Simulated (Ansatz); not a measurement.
# InH: a trial structure relaxed, part 2 of 2

Aim: relax a trial structure of InH and see where it ends.

Ansatz 0.2.0; DFT PBE, scalar-relativistic, plane waves, PAW. Earlier steps stand in the parts before.

## Step 4: Full relaxation

The end of the coarse run is made exact in the group found at a tolerance of 0.06 Å and reduced to its primitive cell.

input.yaml reads:

```yaml
crystal:
  lattice:
    - [0.0, 2.5025132611, 2.5025132611]
    - [2.5025132611, 0.0, 2.5025132611]
    - [2.5025132611, 2.5025132611, 0.0]
  atoms:
    - { symbol: In, position: [0.5, 0.5, 0.5] }
    - { symbol: H, position: [0.0, 0.0, 0.0] }
basis:
  ecutwfc: 420
kpoints:
  mp_grid: { grid: [20, 20, 20] }
hamiltonian:
  xc: pbe
scf:
  occupations: { method: gaussian, width: 0.1 }
output:
  forces: true
  stress: true
  eigenvalues: true
  write_density: true
  write_potential: true
  elf: true
  volumetric_format: npy
relax:
  adjacent_minimum: "off"
  f_tol: 0.01
  max_steps: 80
  cell: { stress_tol: 0.05 }
```

Started as:

```
$ ansatz run input.yaml --threads 1 --pin off --max-ram 2560MiB --backend cpu --events-out ev --progress --plain --runs-dir out
```

What it wrote:

```text
Warning: RAYON_NUM_THREADS=1 ignored (pool sized by the plan → 1); use --threads N
Engine: ansatz 0.2.0, aarch64-unknown-linux-gnu
Pseudopotentials: kind: paw
Pseudopotential: In, paw, valence charge 13, recommended cutoff 420 eV (normal), In.paw.azcp
Pseudopotential: H, paw, valence charge 1, recommended cutoff 420 eV (normal), H.paw.azcp
Functional definition: PBE
  parameter kappa = 0.804
  parameter beta = 0.06672455060314922
  exchange = pbe_x(kappa = kappa, mu = beta*pi^2/3)
  correlation = pbe_c(beta = beta)
Crystal: 2 atoms, lattice volume = 31.344 Å³
Basis set: ecut = 420 eV, 609 PW (Γ), exchange–correlation on 48×48×48 points (8 copies of the dense FFT grid, shifted against one another)
Bands: 11, of which v1, the nominal top of the filled ones, is band 7 counted from 1 (6 counted from 0)
Symmetry: 48 space group operations
Space group: Fm-3m (ITA 225), of the structure as read, at distance tolerance 3.2e-5 Å
k-points: 256 of 8000
Non-local potential: In, projectors of the file, l = 0: 2, l = 1: 2, l = 2: 2, l = 3: 2
Non-local potential: H, projectors of the file, l = 0: 2, l = 1: 1
PAW form: soft (Blöchl's): semilocal exchange-correlation on the pseudo side does not see the compensation charge
PAW one-centre angular grid: In, 590 points (default); XC on 64 Gauss nodes
PAW one-centre angular grid: H, 110 points (default); XC on 64 Gauss nodes
Initial density: superposition of atomic densities (neutral atoms: chi_scale 0, normalization atom), corrected by the library's trained network
Initial wavefunctions: pseudopotential atomic-orbital guess
Functional: x = pbe(κ = 0.804, μ = 0.2195149727645171), c = pbe(β = 0.06672455060314922)
SCF iter   1: F=—  HF=-5612.743084 eV  |F-HF|=—  |Δ(HF+E_count)|=         —  Δρ=4.43e-3  dr2=6.66e-3  ethr=1.77e-3  ⟨swp⟩=4.9  Hψ=16429  notcnv=0
preconditioner: auto → none  [metal: Δε(μ)=0.050 eV  Ē_g=17.282 eV  σ=0.100 eV  W_gap=0.27  n_scr=8 (ndim 8)  ℏωp=24.8 eV  f_vac=0.000  D(μ)=0.47/eV (n_scr^D=0)  sad-step TF]
SCF iter   2: F=—  HF=-5612.741118 eV  |F-HF|=—  |Δ(HF+E_count)|=   1.97e-3  Δρ=2.20e-3  dr2=1.88e-3  ethr=4.76e-5  ⟨swp⟩=1.0  Hψ=4869  notcnv=0
SCF iter   3: F=—  HF=-5612.740643 eV  |F-HF|=—  |Δ(HF+E_count)|=   4.76e-4  Δρ=5.49e-4  dr2=5.74e-5  ethr=1.34e-5  ⟨swp⟩=2.0  Hψ=3182  notcnv=0
SCF iter   4: F=—  HF=-5612.740625 eV  |F-HF|=—  |Δ(HF+E_count)|=   1.73e-5  Δρ=1.47e-4  dr2=3.97e-6  ethr=4.10e-7  ⟨swp⟩=2.0  Hψ=4497  notcnv=0
SCF iter   5: F=—  HF=-5612.740627 eV  |F-HF|=—  |Δ(HF+E_count)|=   1.34e-6  Δρ=4.24e-5  dr2=3.57e-7  ethr=2.84e-8  ⟨swp⟩=1.1  Hψ=2836  notcnv=0
SCF iter   6: F=-5612.740627 eV  HF=-5612.740627 eV  |F-HF|=3.11e-8  |Δ(HF+E_count)|=   7.90e-8  Δρ=1.32e-5  dr2=2.80e-8  ethr=7.14e-10  ⟨swp⟩=9.0  Hψ=19051  notcnv=0
SCF 1 converged in 6 iterations: F = -5612.740627 eV  dr2 = 2.80e-8
relax step   1: F+E_penalty+E_count = -5612.74062667 eV  Δ(F+E_penalty+E_count) = +0.000e0 eV  max|allowed force component| = 3.380e-29 eV/Å  Δτ_max = 0.0000 Å  P = +0.499 GPa  Ω = 31.344 Å³  (6 SCF iters, dr2 threshold 1.00e-7 eV, accepted)
Crystal: 2 atoms, lattice volume = 31.953 Å³
Initial density: handed on by an earlier stage of this run
Initial wavefunctions: those handed on with the density
iter 1 solved again at ethr=1.16e-6 eV; its pass at ethr=3.10e-3 eV (dr2=1.62e-4 eV) is discarded
SCF iter   1: F=—  HF=-5612.740950 eV  |F-HF|=—  |Δ(HF+E_count)|=         —  Δρ=6.08e-4  dr2=1.76e-4  ethr=1.16e-6  ⟨swp⟩=2.2  Hψ=22033  notcnv=0
preconditioner: auto → none  [metal: Δε(μ)=0.026 eV  Ē_g=17.199 eV  σ=0.100 eV  W_gap=0.14  n_scr=8 (ndim 8)  ℏωp=24.6 eV  f_vac=0.000  D(μ)=0.47/eV (n_scr^D=0)]
SCF iter   2: F=—  HF=-5612.740884 eV  |F-HF|=—  |Δ(HF+E_count)|=   6.61e-5  Δρ=2.03e-4  dr2=5.68e-6  ethr=1.16e-6  ⟨swp⟩=2.8  Hψ=4600  notcnv=0
SCF iter   3: F=—  HF=-5612.740884 eV  |F-HF|=—  |Δ(HF+E_count)|=   3.04e-8  Δρ=7.82e-5  dr2=9.91e-7  ethr=1.43e-9  ⟨swp⟩=10.0  Hψ=21304  notcnv=0
SCF iter   4: F=—  HF=-5612.740884 eV  |F-HF|=—  |Δ(HF+E_count)|=   2.24e-7  Δρ=4.66e-5  dr2=3.13e-7  ethr=1.43e-9  ⟨swp⟩=8.0  Hψ=16284  notcnv=0
SCF iter   5: F=-5612.740884 eV  HF=-5612.740884 eV  |F-HF|=3.04e-9  |Δ(HF+E_count)|=   2.62e-8  Δρ=9.96e-6  dr2=1.46e-8  ethr=1.43e-9  ⟨swp⟩=7.4  Hψ=15054  notcnv=0
SCF 2 converged in 5 iterations: F = -5612.740884 eV  dr2 = 1.46e-8
relax step   2: F+E_penalty+E_count = -5612.74088399 eV  Δ(F+E_penalty+E_count) = -2.573e-4 eV  max|allowed force component| = 2.320e-29 eV/Å  Δτ_max = 0.0000 Å  P = -0.181 GPa  Ω = 31.953 Å³  energy of the carried Pulay correction = -3.185e-4 eV  (5 SCF iters, dr2 threshold 2.00e-7 eV, accepted)
Crystal: 2 atoms, lattice volume = 31.789 Å³
iter 1 solved again at ethr=7.07e-8 eV; its pass at ethr=3.10e-3 eV (dr2=9.90e-6 eV) is discarded
SCF iter   1: F=—  HF=-5612.741070 eV  |F-HF|=—  |Δ(HF+E_count)|=         —  Δρ=1.57e-4  dr2=1.19e-5  ethr=7.07e-8  ⟨swp⟩=3.0  Hψ=20978  notcnv=0
preconditioner: auto → none  [metal: Δε(μ)=0.011 eV  Ē_g=17.207 eV  σ=0.100 eV  W_gap=0.06  n_scr=8 (ndim 8)  ℏωp=24.6 eV  f_vac=0.000  D(μ)=0.47/eV (n_scr^D=0)]
SCF iter   2: F=—  HF=-5612.741066 eV  |F-HF|=—  |Δ(HF+E_count)|=   4.61e-6  Δρ=5.18e-5  dr2=3.67e-7  ethr=7.07e-8  ⟨swp⟩=2.1  Hψ=4238  notcnv=0
SCF iter   3: F=-5612.741066 eV  HF=-5612.741066 eV  |F-HF|=1.15e-8  |Δ(HF+E_count)|=   9.88e-9  Δρ=1.98e-5  dr2=6.25e-8  ethr=5.84e-10  ⟨swp⟩=8.2  Hψ=19669  notcnv=0
SCF 3 converged in 3 iterations: F = -5612.741066 eV  dr2 = 6.25e-8
relax step   3: F+E_penalty+E_count = -5612.74106588 eV  Δ(F+E_penalty+E_count) = -1.819e-4 eV  max|allowed force component| = 1.263e-29 eV/Å  Δτ_max = 0.0000 Å  P = -0.006 GPa  Ω = 31.789 Å³  energy of the carried Pulay correction = -2.331e-4 eV  (3 SCF iters, dr2 threshold 8.18e-8 eV, accepted)
Initial wavefunctions: pseudopotential atomic-orbital guess (no wavefunctions were taken with the density)
iter 1 solved again at ethr=5.66e-8 eV; its pass at ethr=3.10e-3 eV (dr2=7.92e-6 eV) is discarded
SCF iter   1: F=—  HF=-5612.741293 eV  |F-HF|=—  |Δ(HF+E_count)|=         —  Δρ=5.67e-5  dr2=7.77e-8  ethr=5.66e-8  ⟨swp⟩=3.4  Hψ=23859  notcnv=0
preconditioner: auto → none  [metal: Δε(μ)=0.009 eV  Ē_g=17.210 eV  σ=0.100 eV  W_gap=0.05  n_scr=8 (ndim 8)  ℏωp=24.6 eV  f_vac=0.000  D(μ)=0.47/eV (n_scr^D=0)]
SCF iter   2: F=—  HF=-5612.741297 eV  |F-HF|=—  |Δ(HF+E_count)|=   4.05e-6  Δρ=2.91e-5  dr2=2.40e-8  ethr=5.55e-10  ⟨swp⟩=2.0  Hψ=4407  notcnv=0
SCF iter   3: F=—  HF=-5612.741298 eV  |F-HF|=—  |Δ(HF+E_count)|=   1.57e-6  Δρ=5.02e-6  dr2=3.20e-9  ethr=1.71e-10  ⟨swp⟩=2.6  Hψ=4114  notcnv=0
SCF iter   4: F=-5612.741298 eV  HF=-5612.741298 eV  |F-HF|=3.47e-10  |Δ(HF+E_count)|=   3.25e-8  Δρ=3.93e-7  dr2=6.52e-12  ethr=1.00e-12  ⟨swp⟩=5.8  Hψ=16409  notcnv=0
SCF 4 converged in 4 iterations: F = -5612.741298 eV  dr2 = 6.52e-12
relax step   4: F+E_penalty+E_count = -5612.74129826 eV  Δ(F+E_penalty+E_count) = -2.324e-4 eV  max|allowed force component| = 1.483e-29 eV/Å  Δτ_max = 0.0000 Å  P = -0.004 GPa  Ω = 31.789 Å³  stress off target by 3.65e-3 GPa  SCF on the basis re-selected at this cell (its energy is not comparable with the rows above)  (4 SCF iters)
basis re-selected at this cell: Δ(F+E_penalty+E_count) = -2.324e-4 eV, ΔP = +0.003 GPa vs the last step (what re-selecting the basis moved, of the pressure what is left beyond the Pulay correction that the steps carried, after the strain that the cell walked since its last selection, with what the two solves' SCF thresholds leave and, on support functions, any second-order correction that the steps lacked; it is no measure of the basis error at this ecutwfc). This SCF's stress stands 3.65e-3 GPa from its target on what of the cell is left free (relax.cell.stress_tol is 5.00e-2 GPa) and its largest allowed force component is 1.48e-29 eV/Å (relax.f_tol is 1.00e-2 eV/Å): within both
SCF converged after 4 iterations
Free energy (F): -5612.741298 eV
Harris-Foulkes:  -5612.741298 eV  (|F-HF|=3.47e-10)
Internal energy: -5612.738949 eV  (E = F + TS)
E sigma→0 (E₀):  -5612.740124 eV
Entropy (-TS):   -0.002349 eV (-1.175 meV/atom)
Fermi energy:    8.405426 eV
--- Per-component energies (eV) ---
  E_band       = -42.545086
  E_kinetic    = 252.644466
  E_local      = -1146.486120  (includes V_loc(G=0)·N_el)
  E_nonlocal   = 367.487699
  E_hartree    = 446.377592
  E_xc         = -224.433410
  E_vxc        = -110.790640  (∫ρ·V_xc dr)
  E_paw        = -4151.795110  (= ΣΔE_a)
  E_vpaw       = -298.154775  (= ΣTr[D̂ρ^β])
  E_aug_tail   = -0.000965  (compensation charges beyond the density's cutoff)
  E_ewald      = -1156.533100
  E_smearing   = -0.002349  (= −TS)
  E_closure    = 0.000000  (closes the sum)
  Σ components = -5612.741298   (vs F -5612.741298, Δ=0.00e0)
--- Forces (eV/Å), atoms counted from 1 ---
  atom   1  In     0.00000000    -0.00000000    -0.00000000
  atom   2  H     -0.00000000    -0.00000000    -0.00000000
  max |Σ_I F_I| component: 2.92e-29 eV/Å
--- Stress (GPa, compression-positive) ---
       -0.003652      -0.000000       0.000000
       -0.000000      -0.003652      -0.000000
        0.000000       0.000000      -0.003652
  P = ⅓ Tr σ = -0.0037 GPa (-0.037 kbar)
--- Band table (eV; the first three rows and the last of 256) ---
  k-point 0: bands = ["-6.0801", "-6.0801", "-6.0801", "-5.9743", "-5.9743", "-1.3148", "11.8995", "16.5398", "16.5398", "16.5398", "19.3616"]
  k-point 1: bands = ["-6.0803", "-6.0774", "-6.0774", "-5.9747", "-5.9747", "-1.2687", "11.7471", "16.2910", "16.4821", "16.4821", "19.0604"]
  k-point 2: bands = ["-6.0809", "-6.0702", "-6.0702", "-5.9754", "-5.9754", "-1.1302", "11.2972", "15.6694", "16.3306", "16.3306", "18.9574"]
  k-point 255: bands = ["-6.1284", "-6.0398", "-6.0398", "-5.9465", "-5.8601", "4.9567", "6.0335", "8.0408", "8.0408", "15.8848", "20.8065"]
--- Relaxed structure (3 steps of the walk, 3 accepted, 1 SCFs on fresh bases) ---
  F+E_penalty+E_count = -5612.74129826 eV   max|allowed force component| = 1.483e-29 eV/Å   (the final SCF, on the basis selected at the relaxed cell)
  cell:  # Å, volume = 31.7891 Å³
    - [1.070028126908074e-33, 2.514292929921514, 2.514292929921514]
    - [2.514292929921514, 7.388289447698606e-34, 2.514292929921514]
    - [2.514292929921514, 2.514292929921514, 5.604909236185149e-34]
  atoms:
    - { symbol: In, position: [0.5, 0.5, 0.5] }
    - { symbol: H, position: [-2.0041622297557464e-37, 1.7536419509332916e-37, 5.761966415198582e-37] }
```

Run time: 23 s. Hardware: 1 thread of Arm Neoverse V1, shared host; peak memory 0.38 GiB.

Step by step:

```csv
step,E - E(step 1) (eV/cell),largest force component (eV/Å),pressure (GPa),volume (Å³)
1,0.0000,0.0000,0.50,31.34
2,-0.0003,0.0000,-0.18,31.95
3,-0.0004,0.0000,-0.01,31.79
4,-0.0007,0.0000,0.00,31.79
```

Step 1 is the start. Step 4 repeats the geometry before it on a plane-wave basis chosen anew for that cell, so its energy need not be comparable with the rows above.

Lengths and angles in the start's conventional setting:

|  | before | after | change |
| --- | --- | --- | --- |
| a (Å) | 5.005 | 5.029 | +0.5 % |
| b (Å) | 5.005 | 5.029 | +0.5 % |
| c (Å) | 5.005 | 5.029 | +0.5 % |
| volume (Å³/atom) | 15.67 | 15.89 | +1.4 % |
| shortest distance (Å) | 2.503 | 2.514 | +0.5 % |
| space group (0.01 Å) | Fm-3m | Fm-3m | same |

The run keeps the 48 symmetry operations of the start, so it could not have lowered the symmetry.

The maps below are laid out on this run's own conventional cell (a, b, c = 5.029, 5.029, 5.029 Å).

Density in a lattice plane of the grid's cell (edges 5.03 and 5.03 Å, at 0.000 of the third edge), which holds In and H.

Values in e/Å³, 12 rows by 12 columns:
```
 0.54  0.31  0.15  0.19  0.70  3.48  6.55  3.48  0.70  0.19  0.15  0.31
 0.19  0.15  0.11  0.12  0.26  0.70  1.16  0.70  0.26  0.12  0.11  0.15
 0.23  0.19  0.12  0.09  0.12  0.19  0.23  0.19  0.12  0.09  0.12  0.19
 1.16  0.70  0.26  0.12  0.11  0.15  0.19  0.15  0.11  0.12  0.26  0.70
 6.55  3.48  0.70  0.19  0.15  0.31  0.54  0.31  0.15  0.19  0.70  3.48
12.95  6.55  1.16  0.23  0.19  0.54  1.55  0.54  0.19  0.23  1.16  6.55
 6.55  3.48  0.70  0.19  0.15  0.31  0.54  0.31  0.15  0.19  0.70  3.48
 1.16  0.70  0.26  0.12  0.11  0.15  0.19  0.15  0.11  0.12  0.26  0.70
 0.23  0.19  0.12  0.09  0.12  0.19  0.23  0.19  0.12  0.09  0.12  0.19
 0.19  0.15  0.11  0.12  0.26  0.70  1.16  0.70  0.26  0.12  0.11  0.15
 0.54  0.31  0.15  0.19  0.70  3.48  6.55  3.48  0.70  0.19  0.15  0.31
 1.55  0.54  0.19  0.23  1.16  6.55 12.95  6.55  1.16  0.23  0.19  0.54
```
Columns run along the first of these edges and rows up along the second, over one cell in 12 and 12 even steps from the bottom left corner. Atoms in the plane (fractional): In at (0.00, 0.50), In at (0.50, 1.00), H at (0.00, 0.00), H at (0.50, 0.50).

ELF in the same plane.

Ten even steps from ' ' (0.00) to '@' (1.00):
```
@@@@@@##==::::::::::          ::::::::::==##@@@@
@@@@%%**--::::::::::....  ....::::::::::--**%%@@
**++==--::::::::::::::::::::::::::::::::::--==++
::::::::......::::::::::::::::::::::......::::::
::::::::::......::::::::::::::::::......::::::::
::::::::::::......::::::::::::::......::::::::::
::::::::::::::::::--==++**++==--::::::::::::::::
  ....::::::::::--**%%@@@@@@%%**--::::::::::....
      ::::::::::==##@@@@@@@@@@##==::::::::::    
      ..::::::::==%%@@@@@@@@@@%%==::::::::..    
      ::::::::::==##@@@@@@@@@@##==::::::::::    
  ....::::::::::--**%%@@@@@@%%**--::::::::::....
::::::::::::::::::--==++**++==--::::::::::::::::
::::::::::::......::::::::::::::......::::::::::
::::::::::......::::::::::::::::::......::::::::
::::::::......::::::::::::::::::::::......::::::
**++==--::::::::::::::::::::::::::::::::::--==++
@@@@%%**--::::::::::....  ....::::::::::--**%%@@
@@@@@@##==::::::::::          ::::::::::==##@@@@
@@@@@@%%==::::::::..          ..::::::::==%%@@@@
```
Columns run along the first of these edges and rows up along the second, over one cell in 24 and 20 even steps from the bottom left corner. Atoms in the plane (fractional): In at (0.00, 0.50), In at (0.50, 1.00), H at (0.00, 0.00), H at (0.50, 0.50).

Both are smooth fields of the valence electrons: close to the nuclei they are not physical.

The highest ELF values outside the cores: 1.00 at H.

## Step 5: Outcome

What follows sums up all 2 parts. Changes of volume or cell count from the first structure of part 1.

| quantity | value |
| --- | --- |
| symmetry at the end (tolerance 0.05 Å) | space group Fm-3m (No. 225) |
| conventional cell | a = 5.029 Å, b = 5.029 Å, c = 5.029 Å, α = 90.00°, β = 90.00°, γ = 90.00° |
| volume | 15.89 Å³/atom |
| energy over the elements (uncorrected; H, N, O, F and Cl as molecules) | +0.49 eV/atom |
| gap on the mesh | none (metal) |

**Reading.** The space group Fm-3m (No. 225) is kept, and the volume per atom shrinks by 2.4 % from the first guess. The formation energy is positive, so the separate elements lie lower. No finished test with a distortion of lower symmetry is shown, so the end may be a saddle point.
